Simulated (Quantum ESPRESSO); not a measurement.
Crystal: CdS (Hawleyite).

```
Cd S
1.0
     0.00000    2.91650    2.91650
     2.91650    0.00000    2.91650
     2.91650    2.91650    0.00000
Cd S
1 1
Cartesian
  0.0000 0.0000 0.0000
  4.3748 4.3748 4.3748
```

| Item | Value |
| --- | --- |
| Program | Quantum ESPRESSO 7.5 |
| Task | single point |
| Functional | PBE |
| Potentials or basis | SSSP 1.3 efficiency PBE |
| Cutoff | 816 eV |
| Density cutoff | 6531 eV |
| k mesh | 8 × 8 × 8 |
| Occupations | fermi-dirac, width 0.05 eV |
| Spin | no spin polarisation |

On this cell: pressure 2.9 GPa; largest force zero by symmetry; band gap on the k mesh 1.12 eV, direct.

The same run follows on a disturbed copy (atoms moved at random, drawn with an rms of 0.05 Å):

```
Cd S
1.0
     0.00000    2.91650    2.91650
     2.91650    0.00000    2.91650
     2.91650    2.91650    0.00000
Cd S
1 1
Direct
  0.98965 0.02240 0.99660
  0.74871 0.74711 0.74974
```

What does the disturbed cell give?

The energy moves by +11.1 meV/atom; pressure 3.1 GPa; largest force 0.540 eV/Å; band gap on the k mesh 1.11 eV, direct.

Forces on the atoms (eV/Å):
```
Cd  -0.373  0.252 -0.298
S    0.373 -0.252  0.298
```

Stress tensor (GPa, compression positive):
```
 3.07 -1.26  1.04
-1.26  3.17 -1.62
 1.04 -1.62  3.13
```

